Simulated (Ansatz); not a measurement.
**Hf and the effect of the dispersion correction**

The cell as given:

Symmetry: Pm-3m, No. 221, cubic system. The conventional cell has a = 2.914 Å, b = 2.914 Å, c = 2.914 Å, α = 90.00°, β = 90.00°, γ = 90.00°. Hf (site symmetry m-3m) has 6 Hf at 2.91 Å as nearest neighbours.

This isn't the form of Hf at room conditions, which is hcp.

Kept alike: task relaxation of cell and atoms; functional r2SCAN; k mesh 9 × 9 × 9; occupations fermi-dirac, width 0.05 eV; no spin polarisation. Program: Ansatz, Ansatz PAW, cutoff 500 eV. The mesh is that of the run's cell of 1 atom. No spin-orbit coupling.

```csv
dispersion correction,volume (Å³/atom)
D4,24.101
none,24.218
rVV10,23.858
```

The relaxations keep at least the cell's symmetry (Pm-3m). For a metal such a mesh leaves the last digits unconverged. Relaxations stop with a little pressure left, so the last digits of a volume or edge aren't settled. All rows use potentials made for PBE.

**Question.** What does the dispersion correction change here?

**Answer.** The volume runs from 23.858 (rVV10) to 24.218 Å³/atom (none). Against no correction: D4 -0.5 %; rVV10 -1.5 %. Dispersion terms mostly attract and so lower the volume; the schemes' coefficients and damping set how far.
